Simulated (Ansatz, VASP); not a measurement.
Si in VASP and in Ansatz

File INCAR:

```
SYSTEM = Si
PREC = Accurate
ENCUT = 520
EDIFF = 1E-6
ISMEAR = 0
SIGMA = 0.1
LREAL = .FALSE.
LASPH = .TRUE.
NELM = 60
ALGO = Normal
ISIF = 2
LWAVE = .FALSE.
LCHARG = .TRUE.
LDIPOL = .TRUE.
IDIPOL = 3
DIPOL = 0.5 0.5 0.257
GGA = PE
IVDW = 12
LELF = .TRUE.
LVHAR = .TRUE.
LVACPOTAV = .TRUE.
NBANDS = 11
```

File KPOINTS:

```
regular mesh
0
G
  9 9 1
  0 0 0
```

POSCAR

```
Si
1.0
    3.8472023606      0.0000000000      0.0000000000
   -1.9236011803      3.3317749778      0.0000000000
    0.0000000000      0.0000000000     18.4446971381
Si
2
Direct
    0.3333333333      0.6666666667      0.2695814700
    0.6666666667      0.3333333333      0.2439725611
```

Input for Ansatz:

```yaml
crystal:
  lattice:
    - [3.8472023606, 0.0, 0.0]
    - [-1.9236011803, 3.3317749778, 0.0]
    - [0.0, 0.0, 18.4446971381]
  atoms:
    - { symbol: Si, position: [0.3333333333, 0.6666666667, 0.26958147] }
    - { symbol: Si, position: [0.6666666667, 0.3333333333, 0.2439725611] }
basis:
  ecutwfc: 420
kpoints:
  mp_grid: { grid: [9, 9, 1] }
hamiltonian:
  xc: pbe
  dispersion: d3bj
scf:
  occupations: { method: gaussian, width: 0.1 }
output:
  forces: true
  eigenvalues: true
efield:
  axis: 3
  dipole_correction: true
  ramp_width: 0.04
```

Alike in both runs: task single point; functional PBE; dispersion D3(BJ); k mesh 9 × 9 × 1; occupations gaussian, width 0.1 eV; no spin polarisation.

```csv
,VASP,Ansatz
version,VASP 6.6.1,Ansatz 0.2.0
potentials or method,"VASP PAW PBE potentials, release 64 (Si)","scalar-relativistic, plane waves, PAW"
plane-wave cutoff (eV),520,420
valence electrons in the cell,8,8
```

|  | VASP | Ansatz | Ansatz less VASP |
| --- | --- | --- | --- |
| gap on the k mesh at the Fermi level (eV) | none | none | - |
| work function, face that differs most (eV) | 4.59 | 4.59 | -0.003 |

A gap of «none» marks a metal or a gap that the smearing closes.
